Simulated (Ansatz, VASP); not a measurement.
This is a calculation of Bi for VASP 6.6.1.

Contents of INCAR:

```
SYSTEM = Bi
  PREC = Accurate
  ENCUT = 520
  EDIFF = 1E-6
  ISMEAR = -1
  SIGMA = 0.02
  LREAL = .FALSE.
  LASPH = .TRUE.
  NELM = 100
  ALGO = Normal
  ISIF = 2
  LWAVE = .FALSE.
  LCHARG = .FALSE.
  GGA = PE
  NBANDS = 14
```

File KPOINTS:

```
Automatic mesh
0
G
  5 5 5
  0 0 0
```

The input POSCAR:

```
Bi
1.0
   -1.9814305318      1.9814305318      1.9814305318
    1.9814305318     -1.9814305318      1.9814305318
    1.9814305318      1.9814305318     -1.9814305318
Bi
1
Direct
    0.0000000000      0.0000000000      0.0000000000
```

Potentials or basis: VASP PAW PBE potentials, release 64 (Bi_d).

Run with:

```bash
$ cat potpaw_PBE.64/Bi_d/POTCAR > POTCAR
$ mpirun -np 1 vasp_std > vasp.out
```

Q: Translate it to Ansatz 0.2.0. Potentials there: all-electron LAPW, scalar-relativistic.

A: As run (the cutoff follows the program's own potentials):

The input input.yaml:

```yaml
crystal:
  lattice:
    - [-1.9814305318, 1.9814305318, 1.9814305318]
    - [1.9814305318, -1.9814305318, 1.9814305318]
    - [1.9814305318, 1.9814305318, -1.9814305318]
  atoms:
    - { symbol: Bi, position: [0.0, 0.0, 0.0] }
kpoints:
  mp_grid: { grid: [5, 5, 5] }
scf:
  occupations: { method: fermi_dirac, width: 0.02 }
hamiltonian:
  xc: pbe
  pseudopotentials: { kind: all_electron, lapw: { basis_error: 0.002 } }
output:
  forces: true
  stress: true
  eigenvalues: true
```

Potentials or basis: all-electron LAPW, scalar-relativistic.

Command:

```bash
$ ansatz run input.yaml --threads 1 --pin off --max-ram 2560MiB --backend cpu --events-out ev --progress --plain --runs-dir out
```

Both were run:

|  | VASP | Ansatz | Ansatz less VASP |
| --- | --- | --- | --- |
| gap on the k mesh at the Fermi level (eV) | none | none | - |
| pressure (GPa) | 1.2 | 1.3 | +0.06 |

A gap of «none» marks a metal or a gap that the smearing closes. Ansatz ran all-electron here, so the differences hold the error of VASP's frozen core and of both bases.

Caveats: the k mesh is coarse (spacing up to 0.45 Å⁻¹), so the values aren't converged; spin-orbit coupling is left out, which moves the levels of the heavy elements.
